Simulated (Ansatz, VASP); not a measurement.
# Two plane-wave programs on AgCl

The input INCAR:

```
SYSTEM = AgCl
PREC = Accurate
ENCUT = 600
EDIFF = 1E-6
ISMEAR = 0
SIGMA = 0.1
LREAL = .FALSE.
LASPH = .TRUE.
NELM = 80
ALGO = Normal
ISIF = 3
LWAVE = .FALSE.
LCHARG = .FALSE.
GGA = PE
IBRION = 2
NSW = 90
EDIFFG = -0.04
```

The input KPOINTS:

```
regular mesh
0
G
  6 6 6
  0 0 0
```

POSCAR

```
AgCl
1.0
   -1.9853914300      1.9853914300      2.7024536600
    1.9853914300     -1.9853914300      2.7024536600
    1.9853914300      1.9853914300     -2.7024536600
Ag Cl
1 1
Direct
    0.0559029400      0.0559029400      0.0000000000
    0.4440970600      0.4440970600      0.0000000000
```

Input for Ansatz:

```yaml
crystal:
  lattice:
    - [-1.98539143, 1.98539143, 2.70245366]
    - [1.98539143, -1.98539143, 2.70245366]
    - [1.98539143, 1.98539143, -2.70245366]
  atoms:
    - { symbol: Ag, position: [0.05590294, 0.05590294, 0.0] }
    - { symbol: Cl, position: [0.44409706, 0.44409706, 0.0] }
basis:
  ecutwfc: 420
kpoints:
  mp_grid: { grid: [6, 6, 6] }
hamiltonian:
  xc: pbe
scf:
  occupations: { method: gaussian, width: 0.1 }
  lower_state_search: "off"
output:
  forces: true
  stress: true
  eigenvalues: true
relax:
  adjacent_minimum: "off"
  f_tol: 0.04
  max_steps: 70
  cell: { stress_tol: 0.4 }
```

Alike in both runs: task relaxation of cell and atoms; functional PBE; k mesh 6 × 6 × 6; occupations gaussian, width 0.1 eV; no spin polarisation.

|  | VASP | Ansatz |
| --- | --- | --- |
| version | VASP 6.6.1 | Ansatz 0.2.0 |
| potentials or method | VASP PAW PBE potentials, release 64 (Ag, Cl) | scalar-relativistic, plane waves, PAW |
| plane-wave cutoff (eV) | 600 | 420 |
| valence electrons in the cell | 18 | 26 |

|  | VASP | Ansatz | Ansatz less VASP |
| --- | --- | --- | --- |
| gap on the k mesh at the Fermi level, each at its own relaxed structure (eV) | 0.81 | 0.90 | +0.089 |
| relaxed volume (Å³/atom) | 22.76 | 22.06 | -0.701 |
| relaxed cell length with the largest relative difference (Å) | 4.103 | 3.972 | -0.1305 |
| energy change over the relaxation (meV/atom) | -406 | -416 | -9.9 |

The two sets of potentials don't hold the same shells in valence.

A k mesh can miss the band edges. A hybrid or GW would open this gap; PBE tends to underestimate it.
